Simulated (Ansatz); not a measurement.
## InSb: from a first guess to the relaxed zincblende type

First guess:

```
CELL_PARAMETERS angstrom
0.00000 3.21951 3.21951
3.21951 0.00000 3.21951
3.21951 3.21951 0.00000
ATOMIC_POSITIONS crystal
In 0.00000 0.00000 0.00000
Sb 0.25000 0.25000 0.25000
```

Theory: DFT, PBE, PAW with Ansatz's default frozen-core files, scalar-relativistic (Ansatz 0.2.0).

Cell and atoms relax within the symmetry of the start on a 9×9×9 k mesh with 0.05 eV Fermi–Dirac smearing.

The start is built from a prototype, known or not as a phase of this compound; the cutoff is 420 eV.

No spin–orbit coupling, which matters for the heavy atoms here.

**Question.** What is the pressure of the first guess?

**Answer.** 4.12 GPa.

**Question.** What does it relax to?

**Answer.** a = 6.638 Å, b = 6.638 Å, c = 6.638 Å, α = 90.00°, β = 90.00°, γ = 90.00° (conventional cell), 36.55 Å³ per atom:
```cif
data_structure
_symmetry_space_group_name_H-M 'F-43m'
_symmetry_Int_Tables_number 216
_cell_length_a 6.6375
_cell_length_b 6.6375
_cell_length_c 6.6375
_cell_angle_alpha 90.000
_cell_angle_beta 90.000
_cell_angle_gamma 90.000
_cell_volume 292.42
loop_
_atom_site_label
_atom_site_type_symbol
_atom_site_symmetry_multiplicity
_atom_site_Wyckoff_symbol
_atom_site_fract_x
_atom_site_fract_y
_atom_site_fract_z
_atom_site_occupancy
In1 In 4 a 0.00000 0.00000 0.00000 1
Sb1 Sb 4 d 0.25000 0.25000 0.75000 1
```

**Question.** How much energy does the relaxation release?

**Answer.** 37 meV/atom.
